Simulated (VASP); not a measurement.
# TiO2 (Rutile) (P4_2/mnm) in VASP: further runs

The runs below take TiO2 (Rutile) through relaxation of cell and atoms, with PBE, PBEsol.

Everything below comes from runs of VASP 6.6.1. Logs are shortened: lines on timing, memory, paths and dates and some standing lists are left out, and cuts for length are marked.

## (1) Starting point

Symmetry: P4_2/mnm, No. 136, tetragonal system. Conventional cell: a = 4.592 Å, b = 4.592 Å, c = 2.957 Å, α = 90.00°, β = 90.00°, γ = 90.00°. Ti (site symmetry mmm) is surrounded by 6 O at 1.95 to 1.98 Å. O (site symmetry m2m) is surrounded by 3 Ti at 1.95 to 1.98 Å.

## (2) Relaxation of cell and atoms, PBE

Contents of INCAR:

```
  ALGO = Normal
  EDIFF = 1E-6
  EDIFFG = -0.01
  ENCUT = 600
  GGA = PE
  IBRION = 2
  ISIF = 3
  ISMEAR = 0
  KPAR = 2
  LASPH = T
  LCHARG = F
  LREAL = F
  LWAVE = F
  NELM = 80
  NSW = 90
  PREC = Accurate
  SIGMA = 0.03
```

Contents of KPOINTS:

```
k-points
0
Gamma
  6 6 10
```

Contents of POSCAR:

```
TiO2
1.0
    4.5922000000      0.0000000000      0.0000000000
    0.0000000000      4.5922000000      0.0000000000
    0.0000000000      0.0000000000      2.9574000000
Ti O
2 4
Direct
    0.0000000000      0.0000000000      0.0000000000
    0.5000000000      0.5000000000      0.5000000000
    0.3049600000      0.3049600000      0.0000000000
    0.1950400000      0.8049600000      0.5000000000
    0.6950400000      0.6950400000      0.0000000000
    0.8049600000      0.1950400000      0.5000000000
```

Potentials or basis: VASP PAW PBE potentials, release 64 (Ti_sv, O).

The run is started by

```sh
cat potpaw_PBE.64/Ti_sv/POTCAR potpaw_PBE.64/O/POTCAR > POTCAR
mpirun -np 2 vasp_std > vasp.out
```

OUTCAR:

```text
EDIFF = 1E-6
   EDIFFG = -0.01
   ENCUT = 600
   GGA = PE
   IBRION = 2
   ISIF = 3
   ISMEAR = 0
   LASPH = T
   LREAL = F
   NELM = 80
   NSW = 90
   PREC = Accurate

 ion  position               nearest neighbor table
   1  0.000  0.000  0.000-   4 1.95   6 1.95   4 1.95   6 1.95   5 1.98   3 1.98
   2  0.500  0.500  0.500-   3 1.95   5 1.95   3 1.95   5 1.95   4 1.98   6 1.98
   3  0.305  0.305  0.000-   2 1.95   2 1.95   1 1.98
   4  0.195  0.805  0.500-   1 1.95   1 1.95   2 1.98
   5  0.695  0.695  0.000-   2 1.95   2 1.95   1 1.98
   6  0.805  0.195  0.500-   1 1.95   1 1.95   2 1.98

  LATTYP: Found a simple tetragonal cell.
 ALAT       =     4.5922000000
 C/A-ratio  =     0.6440050520

  Lattice vectors:

 A1 = (   4.5922000000,   0.0000000000,   0.0000000000)
 A2 = (   0.0000000000,   4.5922000000,   0.0000000000)
 A3 = (   0.0000000000,   0.0000000000,   2.9574000000)

Analysis of symmetry for initial positions (statically):
=====================================================================
 Subroutine PRICEL returns:
 Original cell was already a primitive cell.

 Routine SETGRP: Setting up the symmetry group for a
 simple tetragonal supercell.

 Subroutine GETGRP returns: Found 16 space group operations
 (whereof  8 operations were pure point group operations)
 out of a pool of 16 trial point group operations.

The static configuration has the point symmetry D_2h.
 The point group associated with its full space group is D_4h.

Analysis of symmetry for dynamics (positions and initial velocities):
=====================================================================
 Subroutine PRICEL returns:
 Original cell was already a primitive cell.

 Routine SETGRP: Setting up the symmetry group for a
 simple tetragonal supercell.

 Subroutine GETGRP returns: Found 16 space group operations
 (whereof  8 operations were pure point group operations)
 out of a pool of 16 trial point group operations.

The dynamic configuration has the point symmetry D_2h.
 The point group associated with its full space group is D_4h.

 Subroutine INISYM returns: Found 16 space group operations
 (whereof  8 operations are pure point group operations),
 and found     1 'primitive' translations

----------------------------------------------------------------------------------------

                                     Primitive cell

  volume of cell :      62.3665

  direct lattice vectors                    reciprocal lattice vectors
     4.592200000  0.000000000  0.000000000     0.217760550  0.000000000  0.000000000
     0.000000000  4.592200000  0.000000000     0.000000000  0.217760550  0.000000000
     0.000000000  0.000000000  2.957400000     0.000000000  0.000000000  0.338134848

  length of vectors
     4.592200000  4.592200000  2.957400000     0.217760550  0.217760550  0.338134848

  position of ions in fractional coordinates (direct lattice)
     0.000000000  0.000000000  0.000000000
     0.500000000  0.500000000  0.500000000
     0.304960000  0.304960000  0.000000000
     0.195040000  0.804960000  0.500000000
     0.695040000  0.695040000  0.000000000
     0.804960000  0.195040000  0.500000000

  ion indices of the primitive-cell ions
   primitive index   ion index
                 1           1
                 2           2
                 3           3
                 4           4
                 5           5
                 6           6

----------------------------------------------------------------------------------------

 KPOINTS: k-points

Automatic generation of k-mesh.
 Grid dimensions read from file:
 generate k-points for:    6    6   10

 Generating k-lattice:

  Cartesian coordinates                     Fractional coordinates (reciprocal lattice)
     0.036293425  0.000000000  0.000000000     0.166666667  0.000000000  0.000000000
     0.000000000  0.036293425  0.000000000     0.000000000  0.166666667  0.000000000
     0.000000000  0.000000000  0.033813485     0.000000000  0.000000000  0.100000000

  Length of vectors
     0.036293425  0.036293425  0.033813485

  Shift w.r.t. Gamma in fractional coordinates (k-lattice)
     0.000000000  0.000000000  0.000000000

 Subroutine IBZKPT returns following result:
 ===========================================

 Found     60 irreducible k-points:

 Following reciprocal coordinates:
            Coordinates               Weight
  0.000000  0.000000  0.000000      1.000000
  0.166667  0.000000  0.000000      4.000000
  0.333333  0.000000  0.000000      4.000000
  0.500000  0.000000  0.000000      2.000000
  0.166667  0.166667  0.000000      4.000000
  0.333333  0.166667  0.000000      8.000000
[... 16 lines left out ...]
  0.333333  0.000000  0.200000      8.000000
  0.500000  0.000000  0.200000      4.000000
 [... further k-points ...]
   k-points           NKPTS =     60   k-points in BZ     NKDIM =     60   number of bands    NBANDS=     28
   number of dos      NEDOS =    301   number of ions     NIONS =      6
   total plane-waves  NPLWV =  38400
   dimension x,y,z NGX =    40 NGY =   40 NGZ =   24
   dimension x,y,z NGXF=    80 NGYF=   80 NGZF=   48
   ions per type =               2   4
   NGX,Y,Z   is equivalent  to a cutoff of  14.48, 14.48, 13.49 a.u.
   NGXF,Y,Z  is equivalent  to a cutoff of  28.96, 28.96, 26.98 a.u.
 SYSTEM =  unknown system
   PREC   = accura    normal or accurate (medium, high low for compatibility)
   ISTART =      0    job   : 0-new  1-cont  2-samecut
   ICHARG =      2    charge: 1-file 2-atom 10-const
   ISPIN  =      1    spin polarized calculation?
   LNONCOLLINEAR =      F non collinear calculations
   LSORBIT =      F    spin-orbit coupling
   LASPH  =      T    aspherical Exc in radial PAW
   ENCUT  =  600.0 eV  44.10 Ry    6.64 a.u.   9.17  9.17  5.91*2*pi/ulx,y,z
   NELM   =     80;   NELMIN=  2; NELMDL= -5     # of ELM steps
   EDIFF  = 0.1E-05   stopping-criterion for ELM
   LREAL  =      F    real-space projection
   EDIFFG = -.1E-01   stopping-criterion for IOM
   NSW    =     90    number of steps for IOM
   IBRION =      2    ionic relax: 0-MD 1-quasi-New 2-CG
   NFREE  =      1    steps in history (QN), initial steepest desc. (CG)
   ISIF   =      3    stress and relaxation
   ISYM   =      2    0-nonsym 1-usesym 2-fastsym
   POTIM  = 0.5000    time-step for ionic-motion
   TEBEG  =    0.0;   TEEND  =   0.0 temperature during run
   PSTRESS=    0.0 pullay stress
   NELECT =      48.0000    total number of electrons
   NUPDOWN=      -1.0000    fix difference up-down
   EMIN   =  10.00;   EMAX   =-10.00  energy-range for DOS
   EFERMI =   0.00;   METHOD = LEGACY
   ISMEAR =     0;   SIGMA  =   0.03  broadening in eV -4-tet -1-fermi 0-gaus
   EFERMI_NEDOS =   21; number of points for ismear=-14 and -15
   IALGO  =     38    algorithm
   IMIX   =      4    mixing-type and parameters
     AMIX     =   0.40;   BMIX     =  1.00
     AMIX_MAG =   1.60;   BMIX_MAG =  1.00
  volume/ion in A,a.u.               =      10.39        70.15
  Fermi-wavevector in a.u.,A,eV,Ry     =   1.500277  2.835112 30.624403  2.250830
  Thomas-Fermi vector in A             =   2.611798
   LORBIT       =      0    0 simple, 1 ext, 2 COOP (PROOUT), +10 PAW based schemes
   GGA     = PE    functional components
   LHFCALC =     F    Hartree Fock is set to
   AEXX    =    0.0000 exact exchange contribution
   IVDW    =     0    specifies the selected vdW correction
   LEPSILON=     F    determine dielectric tensor
   LRPA    =     F    only Hartree local field effects (RPA)
 conjugate gradient relaxation of ions
 non-spin polarized calculation
 Gauss-broadening in eV      SIGMA  =   0.03
  energy-cutoff  :      600.00
  volume of cell :       62.37
 maximum number of plane-waves:      2102
 NGX is ok and might be reduce to    40
   NGX = 19   NGY = 19   NGZ = 11

--------------------------------------- Ionic step        1  -------------------------------------------

 number of electron      47.9999989 magnetization

 Free energy of the ion-electron system (eV)
  ---------------------------------------------------
  ext. energy  EPLUGINS =         0.00000000
  ---------------------------------------------------
  free energy    TOTEN  =       -53.65089292 eV

  energy without entropy =      -53.65089292  energy(sigma->0) =      -53.65089292

------------------------ aborting loop because EDIFF is reached ----------------------------------------

  FORCE on cell =-STRESS in cart. coord.  units (eV):
  Direction    XX          YY          ZZ          XY          YZ          ZX
  --------------------------------------------------------------------------------------
  -------------------------------------------------------------------------------------
  Total        2.3354771      2.3354771      2.1402594      0.0000000      0.0000000      0.0000000
  in kB       59.9976918     59.9976918     54.9826084      0.0000000      0.0000000      0.0000000
  external PRESSURE =      58.3259973 kB  Pullay stress =       0.0000000 kB
[... 145 lines left out ...]
  energy  without entropy=      -53.6804337191  energy(sigma->0) =      -53.68043372

--------------------------------------- Ionic step        5  -------------------------------------------

 number of electron      47.9999980 magnetization

 Free energy of the ion-electron system (eV)
  ---------------------------------------------------
  ext. energy  EPLUGINS =         0.00000000
  ---------------------------------------------------
  free energy    TOTEN  =       -53.68063919 eV

  energy without entropy =      -53.68063919  energy(sigma->0) =      -53.68063919

 E-fermi :   4.7716     XC(G=0): -11.2753

 val. band max:        4.5613655787   @ k =   0.0000   0.0000   0.0000
 cond. band min:       6.3851873288   @ k =   0.0000   0.0000   0.0000
 fundamental gap:      1.8238217501
 Fermi energy:         4.7715860723

 k-point     1 :       0.0000    0.0000    0.0000
  band No.  band energies     occupation
      1     -52.4102      2.00000
      2     -52.3955      2.00000
      3     -28.6953      2.00000
      4     -28.6953      2.00000
      5     -28.5469      2.00000
      6     -28.5469      2.00000
[... 733 lines left out ...]
     27       7.6177      0.00000
     28       7.6177      0.00000

 [... further k-points ...]
[... 5 lines left out ...]
  --------------------------------------------------------------------------------------
  -------------------------------------------------------------------------------------
  Total       -0.0193751     -0.0193751      0.0248247      0.0000000      0.0000000      0.0000000
  in kB       -0.4848784     -0.4848784      0.6212605      0.0000000      0.0000000      0.0000000
  external PRESSURE =      -0.1161654 kB  Pullay stress =       0.0000000 kB
[... 21 lines left out ...]
  FREE ENERGIE OF THE ION-ELECTRON SYSTEM (eV)
  ---------------------------------------------------
  free  energy   TOTEN  =       -53.6806391863 eV

  energy  without entropy=      -53.6806391863  energy(sigma->0) =      -53.68063919

 reached required accuracy - stopping structural energy minimisation
```

It took 3.7 min on 2 MPI ranks of AMD EPYC 7R13 (Zen 3), shared host; peak memory 0.24 GiB.

Results:

```
Free energy                            : -53.6806 eV
Relaxed volume                         : 10.67 Å³/atom
Relaxed cell                           : a = 4.646 Å, b = 4.646 Å, c = 2.966 Å, α = 90.00°, β = 90.00°, γ = 90.00°
Space group after relaxing (to 0.05 Å) : P4_2/mnm (No. 136)
Energy gained by relaxing              : 5.0 meV/atom
Ionic steps                            : 5
Pressure after relaxing                : 0.0 GPa
Largest force after relaxing           : 0.003 eV/Å
Band gap on the k mesh                 : 1.82 eV, direct
```

Forces on the atoms (eV/Å):
```
Ti   0.000  0.000  0.000
Ti   0.000  0.000  0.000
O    0.002  0.002  0.000
O   -0.002  0.002  0.000
O   -0.002 -0.002  0.000
O    0.002 -0.002  0.000
```

Stress tensor (GPa, compression positive):
```
-0.05  0.00  0.00
 0.00 -0.05  0.00
 0.00  0.00  0.06
```

Step by step:
| step | energy change (eV) | largest force (eV/Å) | pressure (GPa) | volume (Å³) |
| --- | --- | --- | --- | --- |
| 1 | 0.0000 | 0.1242 | 5.83 | 62.37 |
| 2 | 0.0143 | 0.2349 | -6.47 | 65.84 |
| 3 | -0.0277 | 0.0461 | 0.00 | 63.89 |
| 4 | -0.0295 | 0.0182 | -0.01 | 63.98 |
| 5 | -0.0297 | 0.0032 | -0.01 | 64.02 |

Final structure:
```
Ti O
1.0
     4.64565    0.00000    0.00000
     0.00000    4.64565    0.00000
     0.00000    0.00000    2.96639
Ti O
2 4
Direct
  0.00000 0.00000 0.00000
  0.50000 0.50000 0.50000
  0.30496 0.30496 0.00000
  0.19504 0.80496 0.50000
  0.69504 0.69504 0.00000
  0.80496 0.19504 0.50000
```

A k mesh can miss the band edges. PBE usually gives volumes a little too large and moduli too small.

## (3) Relaxation of cell and atoms, PBE

This run uses another cell than the first one, of 10.67 Å³/atom, 1.027 times its volume.

Edit INCAR of step 2 so:

```diff
@@ -1,4 +1,4 @@
   ALGO = Normal
-  EDIFF = 1E-6
-  EDIFFG = -0.01
+  EDIFF = 1E-7
+  EDIFFG = -0.005
   ENCUT = 600
```

KPOINTS is that of step 2.

Contents of POSCAR:

```
TiO2                                    
1.0
    4.6456457949     -0.0000000000      0.0000000000
   -0.0000000000      4.6456457949      0.0000000000
    0.0000000000      0.0000000000      2.9663923001
  Ti              O             
     2     4
Direct
     1.0000000000000000    0.0000000000000000    0.0000000000000000
     0.5000000000000000    0.5000000000000000    0.5000000000000000
     0.3049641049898326    0.3049641049898326    0.0000000000000000
     0.1950358950101674    0.8049641049898327    0.5000000000000000
     0.6950358950101673    0.6950358950101673    0.0000000000000000
     0.8049641049898327    0.1950358950101674    0.5000000000000000
```

Potentials or basis: VASP PAW PBE potentials, release 64 (Ti_sv, O).

The run is started by

```sh
cat potpaw_PBE.64/Ti_sv/POTCAR potpaw_PBE.64/O/POTCAR > POTCAR
mpirun -np 2 vasp_std > vasp.out
```

It took 77 s on 2 MPI ranks of AMD EPYC 7R13 (Zen 3), shared host; peak memory 0.23 GiB.

Results (log left out):

| Property | Result |
| --- | --- |
| Free energy | -53.6852 eV |
| Pressure after relaxing | 0.0 GPa |
| Largest force after relaxing | 0.004 eV/Å |
| Band gap on the k mesh | 1.82 eV, direct |

Forces in eV/Å, atoms in the order of the input:
```
Ti   0.000  0.000  0.000
Ti   0.000  0.000  0.000
O    0.003  0.003  0.000
O   -0.003  0.003  0.000
O   -0.003 -0.003  0.000
O    0.003 -0.003  0.000
```

Stress tensor (GPa, compression positive):
```
-0.07  0.00  0.00
 0.00 -0.07  0.00
 0.00  0.00  0.01
```

Final structure:
```cif
data_structure
_symmetry_space_group_name_H-M 'P 1'
_symmetry_Int_Tables_number 1
_cell_length_a 4.6456
_cell_length_b 4.6456
_cell_length_c 2.9664
_cell_angle_alpha 90.000
_cell_angle_beta 90.000
_cell_angle_gamma 90.000
_cell_volume 64.02
loop_
_atom_site_label
_atom_site_type_symbol
_atom_site_fract_x
_atom_site_fract_y
_atom_site_fract_z
_atom_site_occupancy
Ti1 Ti 0.00000 0.00000 0.00000 1
Ti2 Ti 0.50000 0.50000 0.50000 1
O1 O 0.30496 0.30496 0.00000 1
O2 O 0.19504 0.80496 0.50000 1
O3 O 0.69504 0.69504 0.00000 1
O4 O 0.80496 0.19504 0.50000 1
```

Levels at points of the mesh, in eV from the valence-band top:
| k point | band 21 | band 22 | band 23 | band 24 | band 25 | band 26 | band 27 | band 28 |
| --- | --- | --- | --- | --- | --- | --- | --- | --- |
| (0.00, 0.00, 0.00) | -0.67 | -0.43 | -0.43 | 0.00 | 1.82 | 2.10 | 2.37 | 2.45 |
| (0.50, 0.00, 0.00) | -1.56 | -1.56 | -0.71 | -0.71 | 2.47 | 2.47 | 2.93 | 2.93 |
| (0.50, 0.50, 0.00) | -1.25 | -1.25 | -1.04 | -1.04 | 1.86 | 1.86 | 2.47 | 2.47 |
| (0.00, 0.00, 0.50) | -2.23 | -2.23 | -1.40 | -1.40 | 2.87 | 2.87 | 3.13 | 3.13 |
| (0.50, 0.00, 0.50) | -1.98 | -1.98 | -0.99 | -0.99 | 1.87 | 1.87 | 3.15 | 3.15 |
| (0.50, 0.50, 0.50) | -1.21 | -1.21 | -0.67 | -0.67 | 2.52 | 2.52 | 3.13 | 3.13 |

Caveat: the relaxation stopped at its first step, so nothing moved.

## (4) Relaxation of cell and atoms, PBEsol

Contents of INCAR:

```
ALGO = Normal
EDIFF = 1E-6
EDIFFG = -0.01
ENCUT = 600
GGA = PS
IBRION = 2
ISIF = 3
ISMEAR = 0
KPAR = 2
LASPH = True
LCHARG = False
LREAL = False
LWAVE = False
NELM = 80
NSW = 90
PREC = Accurate
SIGMA = 0.03
```

KPOINTS is that of step 3.

Contents of POSCAR:

```
TiO2
1.0
    4.5922000000      0.0000000000      0.0000000000
    0.0000000000      4.5922000000      0.0000000000
    0.0000000000      0.0000000000      2.9574000000
Ti O
2 4
Direct
    0.0000000000      0.0000000000      0.0000000000
    0.5000000000      0.5000000000      0.5000000000
    0.3049600000      0.3049600000      0.0000000000
    0.1950400000      0.8049600000      0.5000000000
    0.6950400000      0.6950400000      0.0000000000
    0.8049600000      0.1950400000      0.5000000000
```

The run is started by

```sh
cat potpaw_PBE.64/Ti_sv/POTCAR potpaw_PBE.64/O/POTCAR > POTCAR
mpirun -np 2 vasp_std > vasp.out
```

It took 3.8 min on 2 MPI ranks of Intel Xeon Platinum 8488C (Sapphire Rapids), shared host; peak memory 0.25 GiB.

Results (log left out):

| Property | Result |
| --- | --- |
| Free energy | -56.1078 eV |
| Relaxed volume | 10.34 Å³/atom |
| Relaxed cell | a = 4.592 Å, b = 4.592 Å, c = 2.942 Å, α = 90.00°, β = 90.00°, γ = 90.00° |
| Space group after relaxing (to 0.05 Å) | P4_2/mnm (No. 136) |
| Energy gained by relaxing | 0.5 meV/atom |
| Ionic steps | 4 |
| Pressure after relaxing | 0.0 GPa |
| Largest force after relaxing | 0.006 eV/Å |
| Band gap on the k mesh | 1.83 eV, direct |

Forces in eV/Å, atoms in the order of the input:
```
Ti   0.000  0.000  0.000
Ti   0.000  0.000  0.000
O    0.004  0.004  0.000
O   -0.004  0.004  0.000
O   -0.004 -0.004  0.000
O    0.004 -0.004  0.000
```

Step by step:
| step | energy change (eV) | largest force (eV/Å) | pressure (GPa) | volume (Å³) |
| --- | --- | --- | --- | --- |
| 1 | 0.0000 | 0.0539 | -1.26 | 62.37 |
| 2 | -0.0005 | 0.0656 | 1.75 | 61.63 |
| 3 | -0.0023 | 0.0597 | 0.34 | 61.98 |
| 4 | -0.0029 | 0.0055 | 0.02 | 62.04 |

Final structure:
```cif
data_structure
_symmetry_space_group_name_H-M 'P 1'
_symmetry_Int_Tables_number 1
_cell_length_a 4.5924
_cell_length_b 4.5924
_cell_length_c 2.9417
_cell_angle_alpha 90.000
_cell_angle_beta 90.000
_cell_angle_gamma 90.000
_cell_volume 62.04
loop_
_atom_site_label
_atom_site_type_symbol
_atom_site_fract_x
_atom_site_fract_y
_atom_site_fract_z
_atom_site_occupancy
Ti1 Ti 0.00000 0.00000 0.00000 1
Ti2 Ti 0.50000 0.50000 0.50000 1
O1 O 0.30429 0.30429 0.00000 1
O2 O 0.19572 0.80429 0.50000 1
O3 O 0.69572 0.69572 0.00000 1
O4 O 0.80429 0.19572 0.50000 1
```

Levels at points of the mesh, in eV from the valence-band top:
```tsv
k point	band 20	band 21	band 22	band 23	band 24	band 25	band 26	band 27	band 28
(0.00, 0.00, 0.00)	-1.98	-0.69	-0.46	-0.46	0.00	1.83	2.11	2.40	2.50
(0.50, 0.00, 0.00)	-3.10	-1.64	-1.64	-0.76	-0.76	2.51	2.51	3.04	3.04
(0.50, 0.50, 0.00)	-2.25	-1.30	-1.30	-1.09	-1.09	1.87	1.87	2.53	2.53
(0.00, 0.00, 0.50)	-2.81	-2.43	-2.43	-1.45	-1.45	2.98	2.98	3.22	3.22
(0.50, 0.00, 0.50)	-2.41	-2.08	-2.08	-1.06	-1.06	1.88	1.88	3.24	3.24
(0.50, 0.50, 0.50)	-2.78	-1.31	-1.31	-0.68	-0.68	2.59	2.59	3.20	3.20
```

Caveat: the PAW data sets were made with another functional, which shifts forces and pressure a little.
